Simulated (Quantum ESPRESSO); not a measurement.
Runs of Quantum ESPRESSO 7.5 on BaTiO3. Symmetry: Pm-3m, No. 221, cubic system. Conventional cell: a = 4.006 Å, b = 4.006 Å, c = 4.006 Å, α = 90.00°, β = 90.00°, γ = 90.00°. Around Ti (site symmetry m-3m) lie 6 O at 2.00 Å. Ba (site symmetry m-3m) has 12 O at 2.83 Å as nearest neighbours. O (site symmetry 4/mmm) has 2 Ti at 2.00 Å as nearest neighbours. 

```csv
task,level,potentials or basis,U,cell,k mesh,start of the occupations,hubbard projectors,form of the LDA correlation,mixing beta,q mesh,gap on the mesh (eV),pressure (GPa)
Hubbard U by linear response,LDA+U,GBRV 1.5 LDA,Ti d U = 4.0 eV,as given,4 × 4 × 4,default,atomic,PZ81,0.3,1 × 1 × 1,2.10,-5.4
phonons,revPBE,GBRV 1.5 PBE,-,relaxed,"4 × 4 × 4, shifted",-,-,-,0.5,-,-,0.0
phonons,WC,GBRV 1.5 PBE,-,relaxed,"4 × 4 × 4, shifted",-,-,-,0.5,-,-,0.0
phonons,LDA,GBRV 1.5 LDA,-,relaxed,"4 × 4 × 4, shifted",-,-,PZ81,0.5,-,-,0.0
Hubbard U by linear response,LDA+U,GBRV 1.5 LDA,Ti d U = 4.0 eV,as given,4 × 4 × 4,default,atomic,PZ81,0.3,3 × 3 × 3,2.10,-5.4
Hubbard U by linear response,LDA+U,GBRV 1.5 LDA,Ti d U = 0.0001 eV,as given,4 × 4 × 4,default,atomic,PZ81,0.3,2 × 2 × 2,1.69,(a)
phonons,vdW-DF-cx,GBRV 1.5 PBE,-,relaxed,"4 × 4 × 4, shifted",-,-,-,0.5,-,-,0.0
phonons,RPBE,GBRV 1.5 PBE,-,relaxed,"4 × 4 × 4, shifted",-,-,-,0.5,-,-,0.0
```

Alike in all rows: no spin polarisation; cutoff (eV) 612; smearing fermi-dirac 0.05 eV.

Fill in the values left out.

(a) -8.1.

Caveats: some modes are imaginary (some runs); the potentials were made for another functional, which shifts forces and pressure (some runs); spin-orbit coupling is left out, which moves the levels of the heavy elements (some runs); the computed U isn't converged in cell size (some runs).

A k mesh can miss the band edges, and the runs leave out spin-orbit coupling on Ba.

Runs at the PBE level aren't shown here.
